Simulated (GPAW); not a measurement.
The system is W.

```xyz
1
Lattice="-1.5823 1.5823 1.5823 1.5823 -1.5823 1.5823 1.5823 1.5823 -1.5823" Properties=species:S:1:pos:R:3 pbc="T T T"
W     0.0000    0.0000    0.0000
```

| Item | Value |
| --- | --- |
| Program | GPAW 26.7.0 |
| Task | relaxation of cell and atoms |
| Functional | revPBE |
| Potentials or basis | the program's PAW data sets (release 1.2.1) made for this functional |
| Cutoff | 600 eV |
| Basis | pw |
| k mesh | 12 × 12 × 12 |
| Occupations | fermi-dirac, width 0.05 eV |
| Spin | no spin polarisation |

At the start: pressure 8.7 GPa; volume 15.85 Å³/atom.

Where does the relaxation end?

Over 3 steps the energy falls by 12.1 meV/atom and the volume is 16.30 Å³/atom (+2.8 %); space group Im-3m (No. 229, to 0.05 Å).

Step by step:
```tsv
step	energy change (eV)	largest force (eV/Å)	pressure (GPa)	volume (Å³)
1	0.0000	0.0000	8.66	15.85
2	-0.0110	0.0000	-2.63	16.44
3	-0.0121	0.0000	-0.07	16.30
```

Final structure:
```yaml
crystal:
  lattice:
    - [-1.59715, 1.59715, 1.59715]
    - [1.59715, -1.59715, 1.59715]
    - [1.59715, 1.59715, -1.59715]
  atoms:
    - { symbol: W, position: [0.00000, 0.00000, 0.00000] }
```

Caveat: later steps reuse the first step's grids.
